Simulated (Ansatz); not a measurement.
Se: energy change per atom and pressure against volume scale

Results calculated with Ansatz 0.2.0, not measured. Plane-wave DFT, scalar-relativistic PAW made under PBE with cores redone for the functional, no dispersion; the given relaxed cell is scaled uniformly, energy at zero smearing counts from the unscaled cell, pressure at the given Fermi-Dirac smearing is positive in compression.

The cell before it is scaled or strained (space group Fd-3m, No. 227):
```
cell vectors (Å)
   0.0000     3.2069     3.2069
   3.2069     0.0000     3.2069
   3.2069     3.2069     0.0000
atoms (fractions of the cell vectors)
Se  0.12500  0.12500  0.12500
Se  0.87500  0.87500  0.87500
```

Settings of every row: spin polarised no; functional RPBE; wave cutoff 420 eV; smearing width 0.1 eV; k mesh 10x10x10.

Atom starting moment: 0 on all atoms.

Limits: the cell comes from a prototype or a list of computed structures and needn't be the stable phase.

| row | volume scale | V (Å³/atom) | energy change per atom (meV) | pressure (GPa) |
| --- | --- | --- | --- | --- |
| 1 | 0.88 | 29.023 | 62.54 | 5.73 |
| 2 | 0.92 | 30.342 | 25.52 | 3.4 |
| 3 | 0.96 | 31.661 | ? | ? |
| 4 | 1.04 | 34.3 | 5.62 | -1.26 |
| 5 | 1.08 | 35.619 | 20.5 | -2.27 |
| 6 | 1.12 | 36.938 | 42.89 | -3.08 |

Question: what energy change per atom and pressure should row 3 give?

Worked fit of energy change per atom. Take u = (V_r/V)^(2/3) − 1 with V_r = 34.3 Å³ an atom, which is twice the finite (Eulerian) strain; such expansions in the strain, on which the Birch-Murnaghan equation of state is built, carry the rest volume and the bulk modulus. The shown rows have u = 0.11781, 0.08518, 0, -0.02484, -0.0482. Least squares give energy change per atom = 5.568 − 410.263 × u + 7582.28 × u² meV; a straight line predicts inner rows, each left out in turn, worse (root mean square 21 against 0.16 meV). The rows lie off it by 0.07, -0.12, 0.05, 0.06, -0.07 (root mean square 0.078 meV). Its lowest point lies at u = 0.0271, or V = 32.95 Å³ an atom, and the curvature there gives the bulk modulus at fixed shape and fractions, B = (4/9)(1 + u)² E″(u)/V = 34.6 GPa. The withheld row has u = 0.05482, so the fit gives 5.568 − 410.263 × (0.05482) + 7582.28 × (0.05482)² = 5.86 meV.

The calculation gave 5.76 meV. The fit lies 0.10 meV (1.7 % of the value, 0.18 % of the column's range) above it; its largest miss of a shown row is 0.12 meV.

Worked fit of pressure. Take u = (V_r/V)^(2/3) − 1 with V_r = 34.3 Å³ an atom, which is twice the finite (Eulerian) strain; such expansions in the strain, on which the Birch-Murnaghan equation of state is built, carry the rest volume and the bulk modulus. The shown rows have u = 0.11781, 0.08518, 0, -0.02484, -0.0482. Least squares give pressure = −1.27 + 43.759 × u + 132.18 × u² GPa; a straight line predicts inner rows, each left out in turn, worse (root mean square 0.38 against 0.024 GPa). The rows lie off it by 0.01, -0.02, 0.01, 0.01, -0.01. The pressure vanishes at u = 0.0268, or V = 32.96 Å³ an atom, and there the bulk modulus at fixed shape and fractions is B = −V dP/dV = (2/3)(1 + u) dP/du = 34.8 GPa. The withheld row has u = 0.05482, so the fit gives −1.27 + 43.759 × (0.05482) + 132.18 × (0.05482)² = 1.53 GPa.

The calculation gave 1.52 GPa. The fit lies 0.01 GPa (0.11 % of the column's range) above it, one unit of the last digit.
